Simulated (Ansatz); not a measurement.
The system is HfO2.

```
Hf O
1.0
     5.11800    0.00000    0.00000
     0.00000    5.18570    0.00000
    -0.85866    0.00000    5.21387
Hf O
4 8
Cartesian
  0.8021 2.3870 3.6914
  3.0279 4.9798 4.1294
  3.4573 2.7987 1.5224
  1.2314 0.2059 1.0845
  -0.3473 0.8733 4.4146
  4.1773 3.4661 3.4062
  4.6066 4.3124 0.7993
  0.0821 1.7196 1.8076
  1.4549 3.8473 5.1101
  2.3751 1.2544 2.7107
  2.8045 1.3384 0.1038
  1.8842 3.9313 2.5032
```

```yaml
Program: Ansatz 0.2.0
Task: relaxation of cell and atoms
Functional: BLYP
Potentials_or_basis: Ansatz PAW
Cutoff: "420 eV (not typed: the program's choice for these potentials)"
k_mesh: 4 × 4 × 4
Occupations: fermi-dirac, width 0.05 eV
Spin: no spin polarisation
```

At the start: volume 11.53 Å³/atom.

Q: How do energy, volume and symmetry change on relaxing?

A: It ends after 11 steps and the volume is 12.16 Å³/atom (+5.5 %); space group P2_1/c (No. 14, to 0.05 Å).

The path:
| step | energy change (eV) | largest force (eV/Å) | volume (Å³) |
| --- | --- | --- | --- |
| 1 | 0.0000 | 0.5208 | 138.38 |
| 2 | -0.1890 | 0.1921 | 146.71 |
| 3 | -0.2215 | 0.1604 | 145.66 |
| 4 | -0.2304 | 0.1198 | 145.86 |
| 5 | -0.2373 | 0.0381 | 145.36 |
| 6 | -0.2369 | 0.0119 | 145.52 |
| 7 | -0.2903 | 0.0150 | 145.52 |
| 8 | -0.2888 | 0.0095 | 145.91 |
| 9 | -0.2909 | 0.0095 | 145.91 |
| 10 | -0.2907 | 0.0036 | 145.95 |
| 11 | -0.2909 | 0.0036 | 145.95 |

Final structure:
```
Hf O
1.0
     5.21382    0.00000   -0.01425
     0.00000    5.23685    0.00000
    -0.88925    0.00000    5.34777
Hf O
4 8
Direct
  0.27420 0.45777 0.70889
  0.72580 0.95777 0.79111
  0.72580 0.54223 0.29111
  0.27420 0.04223 0.20889
  0.06411 0.17833 0.85447
  0.93589 0.67833 0.64553
  0.93589 0.82167 0.14553
  0.06411 0.32167 0.35447
  0.45105 0.74366 0.97276
  0.54895 0.24366 0.52724
  0.54895 0.25634 0.02724
  0.45105 0.75634 0.47276
```

Caveat: the plane-wave basis is chosen anew once the cell has moved, so the energies of steps on either side of that aren't comparable; the pressure holds a Pulay correction of +0.9 GPa for the finite cutoff; the PAW data sets come from PBE, with cores solved anew for the run's functional, which leaves a small shift of forces and pressure.
